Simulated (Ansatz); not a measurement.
# GaP: the cost of one run

Method: DFT PBE, scalar-relativistic, plane waves, PAW, in Ansatz 0.2.0.

**1. Starting point**

The structure is cubic, space group F-43m (No. 216). Conventional cell: a = 5.452 Å, b = 5.452 Å, c = 5.452 Å, α = 90.00°, β = 90.00°, γ = 90.00°. Ga (site symmetry -43m) is surrounded by 4 P at 2.36 Å. Around P (site symmetry -43m) lie 4 Ga at 2.36 Å.

Structure file:

```
Ga P
1.0
     0.00000    2.72581    2.72581
     2.72581    0.00000    2.72581
     2.72581    2.72581    0.00000
Ga P
1 1
Direct
  0.00000 0.00000 0.00000
  0.25000 0.25000 0.25000
```

Source of the structure: the Materials Project (structure only).

(A quick probe on a coarse mesh, which set the mesh and smearing, is not shown.)

**3. Relaxing cell and atoms**

File input.yaml:

```yaml
crystal:
  lattice:
    - [0.0, 2.7258124945, 2.7258124945]
    - [2.7258124945, 0.0, 2.7258124945]
    - [2.7258124945, 2.7258124945, 0.0]
  atoms:
    - { symbol: Ga, position: [0.0, 0.0, 0.0] }
    - { symbol: P, position: [0.25, 0.25, 0.25] }
basis:
  ecutwfc: 420
kpoints:
  mp_grid: { grid: [8, 8, 8] }
hamiltonian:
  xc: pbe
scf:
  occupations: { method: gaussian, width: 0.02 }
output:
  forces: true
  stress: true
  eigenvalues: true
relax:
  adjacent_minimum: "off"
  f_tol: 0.005
  max_steps: 80
  cell: { stress_tol: 0.05 }
```

Started as:

```
> ansatz run input.yaml --threads 4 --pin off --max-ram 8192MiB --backend cpu --events-out ev --progress --plain --runs-dir out
```

What time and memory should one allow on 4 threads of Arm Neoverse V1, shared host?

About 2.5 s, with a peak of 0.34 GiB.
